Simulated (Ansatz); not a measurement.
Runs of Ansatz 0.2.0 on BN. The structure is cubic, space group F-43m (No. 216). Conventional cell: a = 3.626 Å, b = 3.626 Å, c = 3.626 Å, α = 90.00°, β = 90.00°, γ = 90.00°. Around N (site symmetry -43m) lie 4 B at 1.57 Å. B (site symmetry -43m) has 4 N at 1.57 Å as nearest neighbours. The cell is a database's computed one.

| task | level | cell | cutoff (eV) | smearing | points for each segment of the path | gap on the mesh (eV) | pressure (GPa) |
| --- | --- | --- | --- | --- | --- | --- | --- |
| band structure | r2SCAN | as given | 500 | fermi-dirac 0.05 eV | 14 | 5.06 | -5.2 |
| single point | PBE | as given | 420 | gaussian 0.02 eV | - | 4.54 | -0.4 |
| single point | PBE | as given | 420 | gaussian 0.012 eV | - | 4.54 | -0.4 |
| single point | PBE | as given | 420 | gaussian 0.019 eV | - | 4.54 | -0.4 |
| single point | PBE | as given | 420 | gaussian 0.018 eV | - | 4.54 | -0.4 |
| single point | PBE | as given | 420 | gaussian 0.023 eV | - | 4.54 | -0.4 |
| single point | PBE | as given | 420 | gaussian 0.024 eV | - | 4.54 | -0.4 |
| single point | PBE | as given | 420 | gaussian 0.022 eV | - | 4.54 | -0.4 |
| single point | PBE | as given | 420 | gaussian 0.016 eV | - | 4.54 | -0.4 |
| single point | PBE | as given | 420 | gaussian 0.026 eV | - | 4.54 | -0.4 |
| single point | PBE | as given | 420 | gaussian 0.015 eV | - | 4.54 | -0.4 |
| relaxation of cell and atoms | PBE+D4 | relaxed | 420 | fermi-dirac 0.05 eV | - | (a) | 0.0 |

Alike in all rows: potentials or basis Ansatz PAW; no spin polarisation; k mesh 13 × 13 × 13.

Q: Estimate the missing entries.

A: (a) 4.55.

Caveats: odd divisions of the mesh miss points on the zone boundary, where band edges often lie, so the gap on the mesh can be too wide (some runs); the k mesh misses the band edges, so the gap on the mesh is wider than the one along the path (some runs); the PAW data sets come from PBE, with cores solved anew for the run's functional, which leaves a small shift of forces and pressure (some runs); the plane-wave basis is chosen anew once the cell has moved, so the energies of steps on either side of that aren't comparable (some runs).
